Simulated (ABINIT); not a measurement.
Runs of ABINIT 10.8.3 (patched build) on Mo. It takes space group Im-3m (No. 229, cubic). The conventional cell has a = 3.168 Å, b = 3.168 Å, c = 3.168 Å, α = 90.00°, β = 90.00°, γ = 90.00°. Around Mo (site symmetry m-3m) lie 8 Mo at 2.74 Å. 

```tsv
task	level	potentials or basis	k mesh	cutoff (eV)	dispersion computed by	fine-grid cutoff	most SCF steps	thinning of the exchange mesh (fockdownsampling)	mesh quality	V0 of scaled cells (Å³/atom)	B0 (GPa)
equation of state	PBE+D3	JTH PAW PBE v2.0	12 × 12 × 12	408	simple-dftd3 1.7.0	816.342 eV	-	-	not flagged	(b)	281
equation of state	PBE+D4	JTH PAW PBE v2.0	12 × 12 × 12	408	dftd4 4.3.1	816.342 eV	-	-	not flagged	15.45	(a)
equation of state	PBE+D3(BJ)	JTH PAW PBE v2.0	12 × 12 × 12	408	simple-dftd3 1.7.0	816.342 eV	-	-	not flagged	15.35	281
equation of state	PBE	JTH PAW PBE v2.0	12 × 12 × 12	408	-	816.342 eV	-	-	not flagged	(c)	262
equation of state	PBE0	SPMS NC PBE v1.0	6 × 6 × 6	599	-	-	60	2 × 2 × 2	coarse	15.46	298
```

Alike in all rows: no spin polarisation; cell as given; smearing fermi-dirac 0.05 eV.

Task: Fill in the values left out.

Result: (a) 277; (b) 15.38; (c) 15.79.

Caveats: some runs use coarse meshes; pressures at fixed basis lie under the slope of the energies; the potentials were made for another functional, which shifts forces and pressure (some runs).
